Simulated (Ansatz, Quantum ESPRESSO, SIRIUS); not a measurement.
One calculation of Pt, 4 ways

```
Pt
1.0
     0.00000    1.96090    1.96090
     1.96090    0.00000    1.96090
     1.96090    1.96090    0.00000
Pt
1
Direct
  0.00000 0.00000 0.00000
```

Alike in all runs: task equation of state; functional PBE; k mesh 12 × 12 × 12; occupations fermi-dirac, width 0.05 eV; no spin polarisation; no spin-orbit coupling.

```
                       program and potentials  plane-wave cutoff (eV)  notes  equilibrium volume (Å³/atom)  bulk modulus (GPa)
                           Ansatz, Ansatz PAW                     420      -                         15.65               248.6
SIRIUS, all-electron FP-LAPW, apw+lo standard                       -      -                         15.65               248.0
           Quantum ESPRESSO, Ansatz NC SR PBE                    1143      -                         15.66               248.4
                  Ansatz, PseudoDojo standard                    1143      -                         15.62               249.7
```

The equilibrium volume spans 15.62 (Ansatz, PseudoDojo standard) to 15.66 Å³/atom (Quantum ESPRESSO, Ansatz NC SR PBE), with all-electron results at 15.65. The bulk modulus spans 248.0 (SIRIUS, all-electron FP-LAPW, apw+lo standard) to 249.7 GPa (Ansatz, PseudoDojo standard), with all-electron results at 248.0. For a metal such a mesh isn't converged, which the comparison doesn't need.

The functional is the same throughout but for its coding, so the spread measures potentials, basis and numerics; runs on potential files found faulty are left out.

The four descriptions give practically the same platinum. The PseudoDojo run stands slightly apart, with the smallest volume and the largest bulk modulus, 15.62 Å³/atom and 249.7 GPa. The other norm-conserving potential stays close to the all-electron result, so norm conservation as such is not the cause; the difference probably lies in how the particular potential represents 5d scattering and the semicore shells. A smaller volume usually means a stiffer metal, but the remaining three runs differ too little to show that relation.

The stiffness itself comes from the partly filled 5d band, whose directional overlap pulls the atoms together against the repulsion of the compressed sp electrons and the cores. All four runs nevertheless give a larger volume and a softer lattice than experiment finds for platinum. This is the familiar tendency of PBE in late 5d metals, where its gradient correction weakens the bonding too much. The close agreement therefore supports the potentials as representations of PBE, not PBE as a description of platinum's equation of state.
